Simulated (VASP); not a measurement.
Input of a VASP 6.6.1 run:

File INCAR:

```
SYSTEM = HCl
PREC = Accurate ; ENCUT = 520
EDIFF = 1E-8 ; ISMEAR = -1
SIGMA = 0.03 ; LREAL = .FALSE.
LASPH = .TRUE. ; NELM = 100
ALGO = Fast ; ISIF = 2
LWAVE = .FALSE. ; LCHARG = .FALSE.
GGA = PS ; LEFG = .TRUE.
NBANDS = 11
```

KPOINTS

```
Automatic mesh
0
G
  8 8 8
  0 0 0
```

Contents of POSCAR:

```
HCl
1.0
    0.0000000000      2.6750000000      2.8550000000
    2.5150000000      0.0000000000      2.8550000000
    2.5150000000      2.6750000000      0.0000000000
H Cl
1 1
Direct
    0.0000000000      0.0000000000      0.0000000000
    0.5000000000      0.5000000000      0.5000000000
```

Potentials or basis: VASP PAW PBE potentials, release 64 (H, Cl).

Launch:

```bash
$ cat potpaw_PBE.64/H/POTCAR potpaw_PBE.64/Cl/POTCAR > POTCAR
$ mpirun -np 1 vasp_std > vasp.out
```

Problem. Estimate the band gap on the k mesh.

Solution. None (metal or under the smearing width).

Problem. Predict the pressure.

Solution. -10.8 GPa.

Electric field gradients, principal values (V/Å²):
| atom | Vxx | Vyy | Vzz |
| --- | --- | --- | --- |
| 1 H | 0.029 | 0.634 | -0.663 |
| 2 Cl | -8.643 | -84.131 | 92.774 |

Caveat: the PAW data sets were made with another functional, which shifts forces and pressure a little.
